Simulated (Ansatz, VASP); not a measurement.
**SiNi3: VASP beside Ansatz**

```xyz
4
Lattice="3.5063 0.0000 0.0000 0.0000 3.5063 0.0000 0.0000 0.0000 3.5063" Properties=species:S:1:pos:R:3 pbc="T T T"
Si    0.0000    0.0000    0.0000
Ni    0.0000    1.7531    1.7531
Ni    1.7531    0.0000    1.7531
Ni    1.7531    1.7531    0.0000
```

Alike in both runs: functional PBE; k mesh 12 × 12 × 12; occupations gaussian, width 0.1 eV; no spin polarisation.

Ansatz relaxed the structure, and its values are those at the end. VASP's run is a single point on that final structure, the one shown.

|  | VASP | Ansatz |
| --- | --- | --- |
| version | VASP 6.6.1 | Ansatz 0.2.0 |
| potentials or method | VASP PAW PBE potentials, release 64 (Si, Ni) | scalar-relativistic, plane waves, PAW |
| plane-wave cutoff (eV) | 520 | 420 |
| valence electrons in the cell | 34 | 58 |

```csv
,VASP,Ansatz,Ansatz less VASP
gap on the k mesh at the Fermi level (eV),none,none,-
pressure (GPa),0.0,0.0,-0.01
```

A gap of «none» marks a metal or a gap that the smearing closes. The two sets of potentials don't hold the same shells in valence.

Spin polarisation is off, so any magnetic state and its effect on volume and gap are missing.
